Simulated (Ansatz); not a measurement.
# How the conductance of Mg/AlN/Zr changes with thickness, part 5 of 7

Wanted: T(E), the conductance and its decay constant for Mg/AlN/Zr. The lower electrode is Mg hcp(0001), the upper one Zr hcp(0001); the barrier is AlN zinc blende(111) (whole bilayers). In the first transport cell, after relaxation, the nearest pair of electrode and barrier is Mg–N at 2.05 Å, along the normal, at the lower face and Zr–Al at 3.29 Å, at a slant, at the upper one. All share a net of side 3.19 Å, which strains the lower electrode by +0.0 %, the upper one by -1.2 % and the barrier by +2.5 %, against typed lattice constants near PBE's. The first steps treat the bulk electrodes alone.

Ansatz 0.2.0; PBE DFT, plane waves, PAW files (the session's first sound run).

So far, transmission at the Fermi level (a spin, zone mean): step 5 (T(E) of the junction) 0.00589; step 6 (conductance, atomic planes in the barrier 4, gap between the electrodes 7.91 Å) 0.0282; step 7 (conductance, 28 atoms) 0.00608. Also channels of the lower lead: step 5 0.840; step 7 0.888.

## Step 8: Conductance, atomic planes in the barrier 8, gap between the electrodes 12.95 Å

Level of this step: PBE DFT, plane waves, PAW files; ballistic transmission by layer matching between semi-infinite leads (Ansatz).

System of this step: Mg/AlN/Zr. The cell holds 30 atoms: 11 Mg, 4 N, 4 Al and 11 Zr. Its edges and angles: a = 3.190 Å, b = 3.190 Å, c = 78.774 Å, α = 90.0°, β = 90.0°, γ = 120.0°. Regions: left electrode, 11 atoms (11 Mg); barrier, 8 atoms (4 N and 4 Al); right electrode, 11 atoms (11 Zr). Vacuum lies along c.

Barrier layers are added or taken out in the middle, and the relaxed faces stay.

Contents of input.yaml:

```yaml
crystal:
  lattice:
    - [3.19, 0.0, 0.0]
    - [-1.595, 2.7626210381, 0.0]
    - [0.0, 0.0, 78.7742302311]
  atoms:
    - { symbol: Mg, position: [0.0, 0.0, 0.0888615475] }
    - { symbol: Mg, position: [0.33333333, 0.66666667, 0.1216739337] }
    - { symbol: Mg, position: [0.0, 0.0, 0.15448632] }
    - { symbol: Mg, position: [0.33333333, 0.66666667, 0.1872987062] }
    - { symbol: Mg, position: [0.0, 0.0, 0.2201110925] }
    - { symbol: Mg, position: [0.33333333, 0.66666667, 0.2529234788] }
    - { symbol: Mg, position: [0.0, 0.0, 0.285735865] }
    - { symbol: Mg, position: [0.33333333, 0.66666667, 0.3185482513] }
    - { symbol: Mg, position: [0.0, 0.0, 0.3513606375] }
    - { symbol: Mg, position: [0.33333333, 0.66666667, 0.3841730238] }
    - { symbol: Mg, position: [0.0, 0.0, 0.4155894591] }
    - { symbol: "N", position: [0.0, 0.0, 0.4415611733] }
    - { symbol: Al, position: [0.33333333, 0.66666667, 0.4487290993] }
    - { symbol: "N", position: [0.33333333, 0.66666667, 0.473301696] }
    - { symbol: Al, position: [0.66666667, 0.33333333, 0.480707885] }
    - { symbol: "N", position: [0.66666667, 0.33333333, 0.5052615122] }
    - { symbol: Al, position: [0.0, 0.0, 0.5126677012] }
    - { symbol: "N", position: [0.0, 0.0, 0.5372213283] }
    - { symbol: Al, position: [0.33333333, 0.66666667, 0.5453115989] }
    - { symbol: Zr, position: [0.66666667, 0.33333333, 0.5799522007] }
    - { symbol: Zr, position: [0.33333333, 0.66666667, 0.6122419162] }
    - { symbol: Zr, position: [0.66666667, 0.33333333, 0.6454526425] }
    - { symbol: Zr, position: [0.33333333, 0.66666667, 0.6786633687] }
    - { symbol: Zr, position: [0.66666667, 0.33333333, 0.711874095] }
    - { symbol: Zr, position: [0.33333333, 0.66666667, 0.7450848212] }
    - { symbol: Zr, position: [0.66666667, 0.33333333, 0.7782955475] }
    - { symbol: Zr, position: [0.33333333, 0.66666667, 0.8115062738] }
    - { symbol: Zr, position: [0.66666667, 0.33333333, 0.844717] }
    - { symbol: Zr, position: [0.33333333, 0.66666667, 0.8779277263] }
    - { symbol: Zr, position: [0.66666667, 0.33333333, 0.9111384525] }
kpoints:
  mp_grid: { grid: [12, 12, 1] }
scf:
  occupations: { method: fermi_dirac, width: 0.1 }
  max_iter: 150
hamiltonian:
  xc: pbe
output:
  transmission:
    kmesh: [30, 30]
    e_range: [-0.26, 0.27]
    de: 0.0375
    leads: [[4, 6], [24, 26]]
```

Run with:

```bash
> ansatz run input.yaml --threads 4 --pin off --max-ram 12288MiB --backend cpu --events-out ev --progress --plain --runs-dir out
```

Numbers of over 12 decimals in the logs are rounded to 6 here.

The program printed:

```text
[...]
Crystal: 30 atoms, lattice volume = 694.218 Å³
Basis set: ecut = 420 eV, 13715 PW (Γ)
Bands: 167, of which v1, the nominal top of the filled ones, is band 137 counted from 1 (136 counted from 0)
Symmetry: 6 space group operations
[...]
k-points: 19 of 144 (time reversal used)
[...]
channels       : 8.877778e-1 a spin
[...]
slowest decay  : 0.0152 /Å at (0.3000, 0.0000)
[...]
filled         : 39.2 meV under the level at which it is neutral
    channels       : 6.688889e-1 a spin
[...]
slowest decay  : 0.0281 /Å at (0.2000, 0.2000)
  junction   : crystal 0 to crystal 1, 19.33 to 55.47 Å
    transmission   : 1.344282e-3 a spin
[...]
resistance     : 8.4708e-1 Ω µm² beyond half of each lead's own
[key lines of the parts left out:]
SCF converged after 10 iterations
Free energy (F): -70878.454014 eV
Fermi energy:    7.675190 eV
```

Elapsed: 8.2 min, on 4 threads of Arm Neoverse V1, shared host; peak memory 3.3 GiB.

One spin. Transmission, zone mean against energy, zero at the Fermi level:

```csv
energy (eV),"transmission, zone mean"
-0.260,0.00219
-0.223,0.00194
-0.185,0.00181
-0.147,0.00172
-0.110,0.00157
-0.072,0.00145
-0.035,0.00144
0.003,0.00134
0.040,0.00121
0.077,0.00113
0.115,0.00103
0.152,9.7e-4
0.190,9.2e-4
0.228,8.5e-4
0.265,8.4e-4
```

G = 1.2e12 S/m² (1/G = 0.849 Ω µm²), 0.22 times the step before of this kind. The largest error estimate is 20 %, from the leads' potential steps. In the worse lead the potential repeats within 30 meV, which the program flags as too much for a lead, so G carries that doubt.

## Step 9: Conductance on a fine mesh, atomic planes in the barrier 12, gap between the electrodes 17.98 Å

System of this step: Mg/AlN/Zr. The cell holds 34 atoms: 11 Mg, 6 N, 6 Al and 11 Zr. Its edges and angles: a = 3.190 Å, b = 3.190 Å, c = 83.809 Å, α = 90.0°, β = 90.0°, γ = 120.0°. Regions: left electrode, 11 atoms (11 Mg); barrier, 12 atoms (6 N and 6 Al); right electrode, 11 atoms (11 Zr). Vacuum lies along c.

Barrier layers are added or taken out in the middle, and the relaxed faces stay.

Contents of input.yaml:

```yaml
crystal:
  lattice:
    - [3.19, 0.0, 0.0]
    - [-1.595, 2.7626210381, 0.0]
    - [0.0, 0.0, 83.8094500677]
  atoms:
    - { symbol: Mg, position: [0.0, 0.0, 0.0835228008] }
    - { symbol: Mg, position: [0.33333333, 0.66666667, 0.1143638392] }
    - { symbol: Mg, position: [0.0, 0.0, 0.1452048776] }
    - { symbol: Mg, position: [0.33333333, 0.66666667, 0.176045916] }
    - { symbol: Mg, position: [0.0, 0.0, 0.2068869544] }
    - { symbol: Mg, position: [0.33333333, 0.66666667, 0.2377279929] }
    - { symbol: Mg, position: [0.0, 0.0, 0.2685690313] }
    - { symbol: Mg, position: [0.33333333, 0.66666667, 0.2994100697] }
    - { symbol: Mg, position: [0.0, 0.0, 0.3302511081] }
    - { symbol: Mg, position: [0.33333333, 0.66666667, 0.3610921465] }
    - { symbol: Mg, position: [0.0, 0.0, 0.3906211018] }
    - { symbol: "N", position: [0.0, 0.0, 0.4150324516] }
    - { symbol: Al, position: [0.33333333, 0.66666667, 0.421769733] }
    - { symbol: "N", position: [0.33333333, 0.66666667, 0.4448660233] }
    - { symbol: Al, position: [0.66666667, 0.33333333, 0.4518272531] }
    - { symbol: "N", position: [0.66666667, 0.33333333, 0.4749057135] }
    - { symbol: Al, position: [0.0, 0.0, 0.4818669433] }
    - { symbol: "N", position: [0.0, 0.0, 0.5049454038] }
    - { symbol: Al, position: [0.33333333, 0.66666667, 0.5119066336] }
    - { symbol: "N", position: [0.33333333, 0.66666667, 0.534985094] }
    - { symbol: Al, position: [0.66666667, 0.33333333, 0.5419463238] }
    - { symbol: "N", position: [0.66666667, 0.33333333, 0.5650247842] }
    - { symbol: Al, position: [0.0, 0.0, 0.5726289964] }
    - { symbol: Zr, position: [0.33333333, 0.66666667, 0.6051884122] }
    - { symbol: Zr, position: [0.0, 0.0, 0.6355381817] }
    - { symbol: Zr, position: [0.33333333, 0.66666667, 0.6667536281] }
    - { symbol: Zr, position: [0.0, 0.0, 0.6979690745] }
    - { symbol: Zr, position: [0.33333333, 0.66666667, 0.7291845209] }
    - { symbol: Zr, position: [0.0, 0.0, 0.7603999673] }
    - { symbol: Zr, position: [0.33333333, 0.66666667, 0.7916154137] }
    - { symbol: Zr, position: [0.0, 0.0, 0.82283086] }
    - { symbol: Zr, position: [0.33333333, 0.66666667, 0.8540463064] }
    - { symbol: Zr, position: [0.0, 0.0, 0.8852617528] }
    - { symbol: Zr, position: [0.33333333, 0.66666667, 0.9164771992] }
kpoints:
  mp_grid: { grid: [12, 12, 1] }
scf:
  occupations: { method: fermi_dirac, width: 0.1 }
  max_iter: 150
hamiltonian:
  xc: pbe
output:
  transmission:
    kmesh: [30, 30]
    e_range: [-0.26, 0.27]
    de: 0.0375
    leads: [[4, 6], [28, 30]]
```

The program printed:

```text
[...]
Crystal: 34 atoms, lattice volume = 738.593 Å³
Basis set: ecut = 420 eV, 14573 PW (Γ)
Bands: 179, of which v1, the nominal top of the filled ones, is band 145 counted from 1 (144 counted from 0)
Symmetry: 6 space group operations
[...]
k-points: 19 of 144 (time reversal used)
[...]
channels       : 8.877778e-1 a spin
[...]
slowest decay  : 0.0152 /Å at (0.3000, 0.0000)
[...]
filled         : 39.2 meV under the level at which it is neutral
    channels       : 6.688889e-1 a spin
[...]
slowest decay  : 0.0281 /Å at (0.2000, 0.2000)
  junction   : crystal 0 to crystal 1, 19.33 to 60.50 Å
    transmission   : 7.248813e-5 a spin
[...]
resistance     : 1.5757e1 Ω µm² beyond half of each lead's own
[key lines of the parts left out:]
SCF converged after 11 iterations
Free energy (F): -72726.793561 eV
Fermi energy:    7.689257 eV
```

Run time: 8.2 min. Hardware: 4 threads; peak memory 3.7 GiB; 24 min of CPU time.

One spin. Transmission, zone mean against energy, zero at the Fermi level:

```csv
energy (eV),"transmission, zone mean"
-0.260,8.8e-5
-0.223,7.9e-5
-0.185,7.7e-5
-0.147,7.9e-5
-0.110,7.4e-5
-0.072,6.9e-5
-0.035,7.7e-5
0.003,7.2e-5
0.040,6.8e-5
0.077,6.3e-5
0.115,5.9e-5
0.152,5.5e-5
0.190,5.1e-5
0.228,4.7e-5
0.265,4.5e-5
```

G = 6.3e10 S/m² (1/G = 15.8 Ω µm²), 0.054 times the step before of this kind. Apart from band edges and resonances, the largest error estimate is 18 %, from the leads' potential steps. For edges and narrow resonances that could lie between the energies solved the program puts 30 %, while dropping every other energy moves G by 0.1 %. In the worse lead the potential repeats within 30 meV, which the program flags as too much for a lead, so G carries that doubt.

## Step 10: Conductance, atomic planes in the barrier 14, gap between the electrodes 20.5 Å

System of this step: Mg/AlN/Zr. The cell holds 36 atoms: 11 Mg, 7 N, 7 Al and 11 Zr. Cell: a = 3.190 Å, b = 3.190 Å, c = 86.327 Å, α = 90.0°, β = 90.0°, γ = 120.0°. Regions: left electrode, 11 atoms (11 Mg); barrier, 14 atoms (7 N and 7 Al); right electrode, 11 atoms (11 Zr). Vacuum lies along c.

Barrier layers are added or taken out in the middle, and the relaxed faces stay.

Contents of input.yaml:

```yaml
crystal:
  lattice:
    - [3.19, 0.0, 0.0]
    - [-1.595, 2.7626210381, 0.0]
    - [0.0, 0.0, 86.327059986]
  atoms:
    - { symbol: Mg, position: [0.0, 0.0, 0.0810869732] }
    - { symbol: Mg, position: [0.33333333, 0.66666667, 0.1110285752] }
    - { symbol: Mg, position: [0.0, 0.0, 0.1409701771] }
    - { symbol: Mg, position: [0.33333333, 0.66666667, 0.1709117791] }
    - { symbol: Mg, position: [0.0, 0.0, 0.2008533811] }
    - { symbol: Mg, position: [0.33333333, 0.66666667, 0.2307949831] }
    - { symbol: Mg, position: [0.0, 0.0, 0.260736585] }
    - { symbol: Mg, position: [0.33333333, 0.66666667, 0.290678187] }
    - { symbol: Mg, position: [0.0, 0.0, 0.320619789] }
    - { symbol: Mg, position: [0.33333333, 0.66666667, 0.3505613909] }
    - { symbol: Mg, position: [0.0, 0.0, 0.3792291749] }
    - { symbol: "N", position: [0.0, 0.0, 0.4029286012] }
    - { symbol: Al, position: [0.33333333, 0.66666667, 0.4094693991] }
    - { symbol: "N", position: [0.33333333, 0.66666667, 0.4318921179] }
    - { symbol: Al, position: [0.66666667, 0.33333333, 0.438650333] }
    - { symbol: "N", position: [0.66666667, 0.33333333, 0.4610557419] }
    - { symbol: Al, position: [0.0, 0.0, 0.467813957] }
    - { symbol: "N", position: [0.0, 0.0, 0.4902193659] }
    - { symbol: Al, position: [0.33333333, 0.66666667, 0.496977581] }
    - { symbol: "N", position: [0.33333333, 0.66666667, 0.5193829899] }
    - { symbol: Al, position: [0.66666667, 0.33333333, 0.526141205] }
    - { symbol: "N", position: [0.66666667, 0.33333333, 0.5485466139] }
    - { symbol: Al, position: [0.0, 0.0, 0.555304829] }
    - { symbol: "N", position: [0.0, 0.0, 0.5777102379] }
    - { symbol: Al, position: [0.33333333, 0.66666667, 0.5850926836] }
    - { symbol: Zr, position: [0.66666667, 0.33333333, 0.6167025489] }
    - { symbol: Zr, position: [0.33333333, 0.66666667, 0.6461672091] }
    - { symbol: Zr, position: [0.66666667, 0.33333333, 0.6764723] }
    - { symbol: Zr, position: [0.33333333, 0.66666667, 0.7067773908] }
    - { symbol: Zr, position: [0.66666667, 0.33333333, 0.7370824817] }
    - { symbol: Zr, position: [0.33333333, 0.66666667, 0.7673875725] }
    - { symbol: Zr, position: [0.66666667, 0.33333333, 0.7976926634] }
    - { symbol: Zr, position: [0.33333333, 0.66666667, 0.8279977542] }
    - { symbol: Zr, position: [0.66666667, 0.33333333, 0.8583028451] }
    - { symbol: Zr, position: [0.33333333, 0.66666667, 0.8886079359] }
    - { symbol: Zr, position: [0.66666667, 0.33333333, 0.9189130268] }
kpoints:
  mp_grid: { grid: [12, 12, 1] }
scf:
  occupations: { method: fermi_dirac, width: 0.1 }
  max_iter: 150
hamiltonian:
  xc: pbe
output:
  transmission:
    kmesh: [30, 30]
    e_range: [-0.26, 0.27]
    de: 0.0375
    leads: [[4, 6], [30, 32]]
```

The program printed:

```text
[...]
Crystal: 36 atoms, lattice volume = 760.780 Å³
Basis set: ecut = 420 eV, 15049 PW (Γ)
Bands: 185, of which v1, the nominal top of the filled ones, is band 149 counted from 1 (148 counted from 0)
Symmetry: 6 space group operations
[...]
k-points: 19 of 144 (time reversal used)
[...]
channels       : 8.877778e-1 a spin
[...]
slowest decay  : 0.0152 /Å at (0.3000, 0.0000)
[...]
filled         : 39.2 meV under the level at which it is neutral
    channels       : 6.688889e-1 a spin
[...]
slowest decay  : 0.0281 /Å at (0.2000, 0.2000)
  junction   : crystal 0 to crystal 1, 19.33 to 63.02 Å
    transmission   : 1.811180e-5 a spin
[...]
resistance     : 6.3423e1 Ω µm² beyond half of each lead's own
[key lines of the parts left out:]
SCF converged after 11 iterations
Free energy (F): -73650.963739 eV
Fermi energy:    7.695791 eV
```

Run time: 8.8 min. Hardware: 4 threads; peak memory 3.9 GiB.

One spin. Transmission, zone mean against energy, zero at the Fermi level:

```csv
energy (eV),"transmission, zone mean"
-0.260,1.8e-5
-0.223,1.7e-5
-0.185,1.7e-5
-0.147,1.8e-5
-0.110,1.7e-5
-0.072,1.6e-5
-0.035,1.9e-5
0.003,1.8e-5
0.040,1.7e-5
0.077,1.6e-5
0.115,1.5e-5
0.152,1.4e-5
0.190,1.3e-5
0.228,1.2e-5
0.265,1.1e-5
```

G = 1.6e10 S/m² (1/G = 63.4 Ω µm²), 0.25 times the step before of this kind. Apart from band edges and resonances, the largest error estimate is 17 %, from the leads' potential steps. For edges and narrow resonances that could lie between the energies solved the program puts 110 %, while dropping every other energy moves G by 0 %. In the worse lead the potential repeats within 30 meV, which the program flags as too much for a lead, so G carries that doubt.

## Step 11: Conductance on a fine mesh, atomic planes in the barrier 16, gap between the electrodes 23.02 Å

System of this step: Mg/AlN/Zr. The cell holds 38 atoms: 11 Mg, 8 N, 8 Al and 11 Zr. Cell: a = 3.190 Å, b = 3.190 Å, c = 88.845 Å, α = 90.0°, β = 90.0°, γ = 120.0°. Regions: left electrode, 11 atoms (11 Mg); barrier, 16 atoms (8 N and 8 Al); right electrode, 11 atoms (11 Zr). Vacuum lies along c.

Barrier layers are added or taken out in the middle, and the relaxed faces stay.

Contents of input.yaml:

```yaml
crystal:
  lattice:
    - [3.19, 0.0, 0.0]
    - [-1.595, 2.7626210381, 0.0]
    - [0.0, 0.0, 88.8446699043]
  atoms:
    - { symbol: Mg, position: [0.0, 0.0, 0.0787891948] }
    - { symbol: Mg, position: [0.33333333, 0.66666667, 0.1078823353] }
    - { symbol: Mg, position: [0.0, 0.0, 0.1369754759] }
    - { symbol: Mg, position: [0.33333333, 0.66666667, 0.1660686164] }
    - { symbol: Mg, position: [0.0, 0.0, 0.195161757] }
    - { symbol: Mg, position: [0.33333333, 0.66666667, 0.2242548975] }
    - { symbol: Mg, position: [0.0, 0.0, 0.2533480381] }
    - { symbol: Mg, position: [0.33333333, 0.66666667, 0.2824411787] }
    - { symbol: Mg, position: [0.0, 0.0, 0.3115343192] }
    - { symbol: Mg, position: [0.33333333, 0.66666667, 0.3406274598] }
    - { symbol: Mg, position: [0.0, 0.0, 0.3684828788] }
    - { symbol: "N", position: [0.0, 0.0, 0.3915107295] }
    - { symbol: Al, position: [0.33333333, 0.66666667, 0.3978661794] }
    - { symbol: "N", position: [0.33333333, 0.66666667, 0.419653501] }
    - { symbol: Al, position: [0.66666667, 0.33333333, 0.4262202071] }
    - { symbol: "N", position: [0.66666667, 0.33333333, 0.4479907093] }
    - { symbol: Al, position: [0.0, 0.0, 0.4545574154] }
    - { symbol: "N", position: [0.0, 0.0, 0.4763279176] }
    - { symbol: Al, position: [0.33333333, 0.66666667, 0.4828946237] }
    - { symbol: "N", position: [0.33333333, 0.66666667, 0.5046651259] }
    - { symbol: Al, position: [0.66666667, 0.33333333, 0.511231832] }
    - { symbol: "N", position: [0.66666667, 0.33333333, 0.5330023342] }
    - { symbol: Al, position: [0.0, 0.0, 0.5395690404] }
    - { symbol: "N", position: [0.0, 0.0, 0.5613395425] }
    - { symbol: Al, position: [0.33333333, 0.66666667, 0.5679062487] }
    - { symbol: "N", position: [0.33333333, 0.66666667, 0.5896767508] }
    - { symbol: Al, position: [0.66666667, 0.33333333, 0.5968499987] }
    - { symbol: Zr, position: [0.0, 0.0, 0.6275641286] }
    - { symbol: Zr, position: [0.66666667, 0.33333333, 0.6561938426] }
    - { symbol: Zr, position: [0.0, 0.0, 0.6856401718] }
    - { symbol: Zr, position: [0.66666667, 0.33333333, 0.715086501] }
    - { symbol: Zr, position: [0.0, 0.0, 0.7445328302] }
    - { symbol: Zr, position: [0.66666667, 0.33333333, 0.7739791593] }
    - { symbol: Zr, position: [0.0, 0.0, 0.8034254885] }
    - { symbol: Zr, position: [0.66666667, 0.33333333, 0.8328718177] }
    - { symbol: Zr, position: [0.0, 0.0, 0.8623181469] }
    - { symbol: Zr, position: [0.66666667, 0.33333333, 0.8917644761] }
    - { symbol: Zr, position: [0.0, 0.0, 0.9212108052] }
kpoints:
  mp_grid: { grid: [12, 12, 1] }
scf:
  occupations: { method: fermi_dirac, width: 0.1 }
  max_iter: 150
hamiltonian:
  xc: pbe
output:
  transmission:
    kmesh: [30, 30]
    e_range: [-0.26, 0.27]
    de: 0.0375
    leads: [[4, 6], [32, 34]]
```

The program printed:

```text
[...]
Crystal: 38 atoms, lattice volume = 782.967 Å³
Basis set: ecut = 420 eV, 15429 PW (Γ)
Bands: 191, of which v1, the nominal top of the filled ones, is band 153 counted from 1 (152 counted from 0)
Symmetry: 6 space group operations
[...]
k-points: 19 of 144 (time reversal used)
[...]
channels       : 8.877778e-1 a spin
[...]
slowest decay  : 0.0152 /Å at (0.3000, 0.0000)
[...]
filled         : 39.2 meV under the level at which it is neutral
    channels       : 6.688889e-1 a spin
[...]
slowest decay  : 0.0281 /Å at (0.2000, 0.2000)
  junction   : crystal 0 to crystal 1, 20.52 to 65.54 Å
    transmission   : 4.667560e-6 a spin
[...]
resistance     : 2.4714e2 Ω µm² beyond half of each lead's own
[key lines of the parts left out:]
SCF converged after 12 iterations
Free energy (F): -74575.132886 eV
Fermi energy:    7.702006 eV
```

It took 9.4 min on 4 threads; peak memory 4.1 GiB; 26 min of CPU time.

G = 4.0e9 S/m² (1/G = 247 Ω µm²), 0.26 times the step before of this kind. Apart from band edges and resonances, the largest error estimate is 18 %, from the leads' potential steps. For edges and narrow resonances that could lie between the energies solved the program puts 243 %, while dropping every other energy moves G by 0.5 %. In the worse lead the potential repeats within 30 meV, which the program flags as too much for a lead, so G carries that doubt.

(Continued in part 6 of 7.)

[Logs are printed without paths, hosts, clocks, repeated set-up lines and the standing remarks that a program may print on its own settings, such as how far it seeks lower states.]

[Hosts, paths, dates, database ids (printed as entryN), source tags and the programs' standing remarks are cut or masked in the printed files.]
